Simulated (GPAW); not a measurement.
# SiC (P6_3mc) in GPAW: a series of runs

One crystal, SiC, is run at these levels: BLYP, PBE, LDA, TPSS, revPBE+D4; tasks: single point, electron localisation function, relaxation of cell and atoms.

Everything below comes from runs of GPAW 26.7.0. Logs are shortened: lines on timing, memory, paths and dates and some standing lists are left out, and cuts for length are marked. The log counts tension as positive stress, the text compression.

## 1. Starting point

It takes space group P6_3mc (No. 186, hexagonal). The conventional cell has a = 3.076 Å, b = 3.076 Å, c = 10.071 Å, α = 90.00°, β = 90.00°, γ = 120.00°. Si (site symmetry 3m) is surrounded by 4 C at 1.88 to 1.89 Å. Si (site symmetry 3m) has 4 C at 1.88 to 1.89 Å as nearest neighbours. C (site symmetry 3m) is surrounded by 4 Si at 1.88 to 1.89 Å. C (site symmetry 3m) is surrounded by 4 Si at 1.88 to 1.89 Å.

The cell is a database's computed one.

## 2. Single point, BLYP

run.py reads:

```python
from ase.dft.bandgap import bandgap
from ase.io import write
from ase.spacegroup import crystal
from ase.units import GPa
from gpaw import GPAW, PW, setup_paths

setup_paths.insert(0, '.')

# Si 2a
# Si 2b
# C 2a
# C 2b
atoms = crystal(['Si', 'Si', 'C', 'C'],
                basis=[[0.0, 0.0, 0.18789438],
                       [0.3333333333, 0.6666666667, 0.43784198],
                       [0.0, 0.0, 0.00046005],
                       [0.3333333333, 0.6666666667, 0.24980259]],
                spacegroup=186, setting=1,  # P6_3mc
                cellpar=[3.07569415, 3.07569415, 10.07064648, 90.0, 90.0, 120.0],
                primitive_cell=True)

calc = GPAW(mode=PW(550),
            xc='BLYP',
            kpts={'size': (8, 8, 2), 'gamma': True},
            occupations={'name': 'fermi-dirac', 'width': 0.01},
            nbands=32,
            convergence={'density': 1e-05, 'energy': 1e-05},
            maxiter=150,
            txt='gpaw.txt')
atoms.calc = calc
energy = atoms.get_potential_energy()
forces = atoms.get_forces()
stress = atoms.get_stress()
calc.write('gs.gpw')
write('result.traj', atoms)
print(f'Energy: {energy:.6f} eV')
print('Forces (eV/A):')
print(forces.round(4))
print('Stress (GPa):', (stress / GPa).round(3))
print('Fermi level:', round(calc.get_fermi_level(), 4), 'eV')
print(f'Gap: {bandgap(calc)[0]:.4f} eV, direct: {bandgap(calc, direct=True)[0]:.4f} eV')
```

Potentials or basis: PAW data sets generated in the run's folder for this functional, pw.

Run with:

```sh
$ gpaw-setup -f BLYP C Si
$ OMP_NUM_THREADS=1 python run.py
```

gpaw.txt:

```text
__  _  _
 | _ |_)|_||  |
 |__||  | ||/\| - 26.7.0

Input parameters:
  mode=PW(ecut=550.0),
  convergence={'density': 1e-05, 'energy': 1e-05},
  kpts=MonkhorstPack(size=(8, 8, 2), gamma=True),
  maxiter=150,
  nbands=32,
  occupations=Occupations(name='fermi-dirac', width=0.01),
  xc=XC(name='BLYP')

Diagonalizing LCAO Hamiltonian
Converting LCAO to pw mode

            Si

            C
       Si

         Si
       C

         C

       Si

       C

Atoms  # Å, Bohr magnetons
|   | symbol |         x |        y |        z |    initial magnetic moments |
|---|--------|-----------|----------|----------|-----------------------------|
| 0 |     Si |  0.000000 | 0.000000 | 1.892218 | ( 0.0000,  0.0000,  0.0000) |
| 1 |     Si |  0.000000 | 0.000000 | 6.927541 | ( 0.0000,  0.0000,  0.0000) |
| 2 |     Si | -0.000000 | 1.775753 | 4.409352 | ( 0.0000,  0.0000,  0.0000) |
| 3 |     Si |  1.537847 | 0.887876 | 9.444675 | ( 0.0000,  0.0000,  0.0000) |
| 4 |      C |  0.000000 | 0.000000 | 0.004633 | ( 0.0000,  0.0000,  0.0000) |
| 5 |      C |  0.000000 | 0.000000 | 5.039956 | ( 0.0000,  0.0000,  0.0000) |
| 6 |      C | -0.000000 | 1.775753 | 2.515674 | ( 0.0000,  0.0000,  0.0000) |
| 7 |      C |  1.537847 | 0.887876 | 7.550997 | ( 0.0000,  0.0000,  0.0000) |

Unit cell  # Å
| periodic |         x |        y |         z |   lengths |     angles |
|----------|-----------|----------|-----------|-----------|------------|
|      yes |  3.075694 | 0.000000 |  0.000000 |  3.075694 |  90.000000 |
|      yes | -1.537847 | 2.663629 |  0.000000 |  3.075694 |  90.000000 |
|      yes |  0.000000 | 0.000000 | 10.070646 | 10.070646 | 120.000000 |

Number of symmetries: 6
Symmetry operations  # r_c * U_cc + t_c -> r_c
|   | kind |            matrix            |
|---|------|------------------------------|
| 0 |  σ   |  1, 1, 0,  0,-1, 0,  0, 0, 1 |
| 1 |  E   |  1, 0, 0,  0, 1, 0,  0, 0, 1 |
| 2 |  C3  |  0, 1, 0, -1,-1, 0,  0, 0, 1 |
| 3 |  σ   |  0,-1, 0, -1, 0, 0,  0, 0, 1 |
| 4 |  σ   | -1, 0, 0,  1, 1, 0,  0, 0, 1 |
| 5 |  C3  | -1,-1, 0,  1, 0, 0,  0, 0, 1 |

BZ-sampling:
  Number of BZ points: 128
  Number of IBZ points: 20

  Monkhorst-Pack size: [8, 8, 2]
  Monkhorst-Pack shift: [0.0625, 0.0625, 0.25]

K-points  # in reciprocal-cell coordinates
|     |                                coordinates |     weight |
|-----|--------------------------------------------|------------|
|   0 | (  0.00000000,   0.00000000,   0.00000000) | 0.00781250 |
|   1 | (  0.00000000,   0.00000000,   0.50000000) | 0.00781250 |
|   2 | (  0.12500000,   0.00000000,   0.00000000) | 0.04687500 |
|   3 | (  0.12500000,   0.00000000,   0.50000000) | 0.04687500 |
|   4 | (  0.25000000,  -0.12500000,   0.00000000) | 0.04687500 |
|   5 | (  0.25000000,  -0.12500000,   0.50000000) | 0.04687500 |
|   6 | (  0.25000000,   0.00000000,   0.00000000) | 0.04687500 |
|   7 | (  0.25000000,   0.00000000,   0.50000000) | 0.04687500 |
|   8 | (  0.37500000,  -0.12500000,   0.00000000) | 0.09375000 |
|   9 | (  0.37500000,  -0.12500000,   0.50000000) | 0.09375000 |
| ... |                                            |            |
|  19 | (  0.50000000,   0.50000000,   0.50000000) | 0.02343750 |

Plane wave coefficients: 2438
Cutoff: 550.0 eV

Spin-components: 1 (collinear spins)
Bands:           32
Projectors:      40
Spin-degeneracy: 2
Datatype:        complex128

Density:
  Valence electrons: 32.0
  Components: 1
  Grid points: [18 18 56]
  Charge: 0.0  # |e|

Potential:
  Grid points: [18 18 56]

species:
  Si:
    name:    Silicon
    Z:       14.0
    valence: 4
    core:    10
    charge:  0.0  # [|e|]
    compensation charges:
      type: gauss
      rc: 0.33  # [Å]
      lmax: 2
    cutoffs:
      filter: 1.86  # [Å]
      core: 2.06  # [Å]
    projectors
    | kind |    occ | energy [eV] | rcut [Å] |
    |------|--------|-------------|----------|
    |   3s |  2.000 |     -10.683 |    1.058 |
    |   3p |  2.000 |      -3.928 |    1.058 |
    |    s |        |      16.528 |    1.058 |
    |    p |        |      23.284 |    1.058 |
    |    d |        |       0.000 |    1.058 |

    Using partial waves for Si as LCAO basis

  C:
    name:    Carbon
    Z:       6.0
    valence: 4
    core:    2
    charge:  0.0  # [|e|]
    compensation charges:
      type: gauss
      rc: 0.20  # [Å]
      lmax: 2
    cutoffs:
      filter: 1.14  # [Å]
      core: 1.14  # [Å]
    projectors
    | kind |    occ | energy [eV] | rcut [Å] |
    |------|--------|-------------|----------|
    |   2s |  2.000 |     -13.611 |    0.635 |
    |   2p |  2.000 |      -5.237 |    0.635 |
    |    s |        |      13.600 |    0.635 |
    |    p |        |      21.974 |    0.635 |
    |    d |        |       0.000 |    0.635 |

    Using partial waves for C as LCAO basis

Reference energy: -35679.359767  # eV

eigensolver:
  PPCG
  Converge bands: occupied
  niter=2

density mixing:
  MSR1-Mixer
  Pratt-step length: 0.05
  Maximum mixing coefficient: 0.75
  Old densities: 10
  SVD Regularization: 0.005
  Good broyden scale: 1.0
  Trust region scale: 1.0
  Backstep threshold: 4.0
  History deletion threshold: 6.0
  Fourier metric: weight=20.0, sigma=0.015

occupation numbers:
  Fermi-Dirac:
    width: 0.0100  # eV

poisson solver:
  ecut: 4400.0  # eV

xc functional:
  name: BLYP with 2 nearest neighbor stencil

convergence criteria:
- Maximum integral of absolute [dens]ity change: 1e-05 electrons / valence electron
- Maximum [total energy] change in last 3 cyles: 1e-05 eV / valence electron
- Maximum integral of absolute [eigenst]ate change: 4e-08 eV^2 / valence electron
maximum number of iterations: 150

SCF iterations
|iter     | |      energy | eigst |  dens |
|---------|-|-------------|-------|-------|
|iter:   1| |  -61.750909 | -0.11 |       |
|iter:   2| |  -59.946080 | -2.06 | -0.53 |
|iter:   3| |  -53.974526 | -0.71 | -0.57 |
|iter:   4| |  -53.997413 | -2.84 | -1.27 |
|iter:   5| |  -54.013762 | -3.39 | -1.64 |
|iter:   6| |  -54.014117 | -5.23 | -2.57 |
|iter:   7| |  -54.014148 | -6.23 | -3.17 |
|iter:   8| |  -54.014147c| -7.34 | -3.92 |
|iter:   9| |  -54.014148c| -8.32c| -4.20 |
|iter:  10| |  -54.014148c| -8.41c| -5.07c|

Converged in 10 steps
Energy contributions relative to reference atoms: (reference = -35679.359767)

Energy contributions:
  Kinetic:          71.561872
  Coulomb:         -58.949897
  Zero:             -0.046221
  External:          0.000000
  Xc:              -66.579903
  Entropy:          -0.000000
  Spinorbit:         0.000000
  ----------------------------
  Free energy:     -54.014148
  Extrapolated:    -54.014148

dipole moment: (-12.727428, -22.044552, -11.730730)  # |e|*Ang

Fermi level: 10.119
Eigenvalues  # (at kpt = [0.000, 0.000, 0.000])
| band index |      eig [eV] | occ [0-2] |
|------------|---------------|-----------|
|          0 |        -6.619 |     2.000 |
|        ... |               |           |
|          8 |         7.581 |     2.000 |
|          9 |         8.036 |     2.000 |
|         10 |         8.036 |     2.000 |
|         11 |         8.175 |     2.000 |
|         12 |         8.175 |     2.000 |
|         13 |         8.698 |     2.000 |
[... 8 lines left out ...]
|         22 |        15.913 |     0.000 |
|         23 |        15.914 |     0.000 |
|        ... |               |           |
|         31 |        19.842 |     0.000 |

Gap: 2.529 eV
Transition (v -> c):
  (s=0, k=0, n=15, [0.00, 0.00, 0.00]) -> (s=0, k=18, n=16, [0.50, 0.50, 0.00])
Direct/indirect transitions are different
Direct gap: 3.637 eV
Transition at: (s=0, k=18, n=15, [0.50, 0.50, 0.00])

Forces  # eV/Ang
|        x |        y |        z |
|----------|----------|----------|
|  0.00000 | -0.00000 | -0.01508 |  # Si   0
| -0.00000 |  0.00000 | -0.01508 |  # Si   1
| -0.00000 |  0.00000 |  0.00365 |  # Si   2
|  0.00000 | -0.00000 |  0.00365 |  # Si   3
| -0.00000 |  0.00000 |  0.00411 |  # C    4
|  0.00000 | -0.00000 |  0.00411 |  # C    5
| -0.00000 | -0.00000 |  0.00765 |  # C    6
|  0.00000 |  0.00000 |  0.00765 |  # C    7

Stress tensor  # eV/Ang^3
|         x |         y |         z |
|-----------|-----------|-----------|
| -0.060099 |  0.000000 |  0.000000 |
|  0.000000 | -0.060099 |  0.000000 |
|  0.000000 |  0.000000 | -0.060069 |

# Writing to gs.gpw (mode='')
```

stdout:

```text
Energy: -54.014148 eV
Forces (eV/A):
[[ 0.     -0.     -0.0151]
 [-0.      0.     -0.0151]
 [-0.      0.      0.0036]
 [ 0.     -0.      0.0036]
 [-0.      0.      0.0041]
 [ 0.     -0.      0.0041]
 [-0.     -0.      0.0076]
 [ 0.      0.      0.0076]]
Stress (GPa): [-9.629 -9.629 -9.624  0.     0.     0.   ]
Fermi level: 10.119 eV
Gap: 2.5293 eV, direct: 3.6369 eV
```

Run time: 41 s. Hardware: 1 thread of Arm Neoverse V1, shared host; peak memory 0.19 GiB.

These settings aren't checked as converged: the numbers below hold their error.

Results:

| Item | Value |
| --- | --- |
| Free energy | -54.0141 eV |
| Pressure | 9.6 GPa |
| Largest force | 0.015 eV/Å |
| Band gap on the k mesh | 2.53 eV, indirect (least direct gap 3.64 eV) |

Caveat: the cutoff is short for stress and forces, so pressures can be off by a GPa or more.

## 3. Single point, PBE (atoms moved at random, drawn with an rms of 0.05 Å)

run.py reads:

```python
from ase.dft.bandgap import bandgap
from ase.io import read, write
from ase.units import GPa
from gpaw import GPAW, PW, setup_paths

setup_paths.insert(0, '.')

atoms = read('POSCAR')

calc = GPAW(mode=PW(600),
            xc='PBE',
            kpts={'size': (7, 7, 2), 'gamma': True},
            occupations={'name': 'fermi-dirac', 'width': 0.01},
            nbands=32,
            convergence={'density': 1e-05, 'energy': 1e-05},
            maxiter=150,
            txt='gpaw.txt')
atoms.calc = calc
energy = atoms.get_potential_energy()
forces = atoms.get_forces()
stress = atoms.get_stress()
calc.write('gs.gpw')
write('result.traj', atoms)
print(f'Energy: {energy:.6f} eV')
print('Forces (eV/A):')
print(forces.round(4))
print('Stress (GPa):', (stress / GPa).round(3))
print('Fermi level:', round(calc.get_fermi_level(), 4), 'eV')
print(f'Gap: {bandgap(calc)[0]:.4f} eV, direct: {bandgap(calc, direct=True)[0]:.4f} eV')
```

POSCAR reads:

```
SiC
1.0
    3.0756941497      0.0000000000      0.0000000000
   -1.5378470748      2.6636292679      0.0000000000
    0.0000000000      0.0000000000     10.0706464800
Si C
4 4
Direct
   -0.0121500000     -0.0206490000      0.1835520000
   -0.0025820000      0.0018400000      0.6876480000
    0.3381010000      0.6729920000      0.4410540000
    0.6703780000      0.3309140000      0.9353530000
   -0.0081960000      0.0040860000      0.0031760000
    0.0062090000      0.0003760000      0.4997050000
    0.3283650000      0.6555110000      0.2492340000
    0.6667050000      0.3285780000      0.7480500000
```

Potentials or basis: PAW data sets generated in the run's folder for this functional, pw.

Run with:

```sh
$ gpaw-setup -f PBE C Si
$ OMP_NUM_THREADS=1 python run.py
```

It took 1.9 min on 1 thread of Arm Neoverse V1, shared host; peak memory 0.27 GiB.

The run converged. Its results:

```yaml
Free_energy: -59.7262 eV
Pressure: 5.8 GPa
Largest_force: 2.085 eV/Å
Band_gap_on_the_k_mesh: 2.00 eV, indirect (least direct gap 3.23 eV)
```

Forces in eV/Å, atoms in the order of the input:
```
Si   0.104  0.552  1.863
Si   0.426 -0.336 -0.340
Si   0.245 -0.415 -1.420
Si  -0.802  0.288  0.745
C    0.825 -0.423 -1.868
C   -0.338  0.299  0.705
C   -0.135 -0.284  0.031
C   -0.326  0.319  0.283
```

Stress tensor (GPa, compression positive):
```
 6.44 -1.04  0.07
-1.04  4.38 -0.24
 0.07 -0.24  6.69
```

Levels at points of the mesh, in eV from the valence-band top:
```csv
k point,band 13,band 14,band 15,band 16,band 17,band 18,band 19,band 20
"(0.00, 0.00, 0.00)",-0.78,-0.40,-0.22,0.00,4.72,5.39,5.89,6.14
"(0.00, 0.00, 0.50)",-0.80,-0.60,-0.28,-0.05,4.83,5.12,6.30,6.47
```

Caveat: the cutoff is short for stress and forces, so pressures can be off by a GPa or more; an odd mesh through Γ misses points on the zone boundary, where band edges often lie.

[end of part 1 of 3]
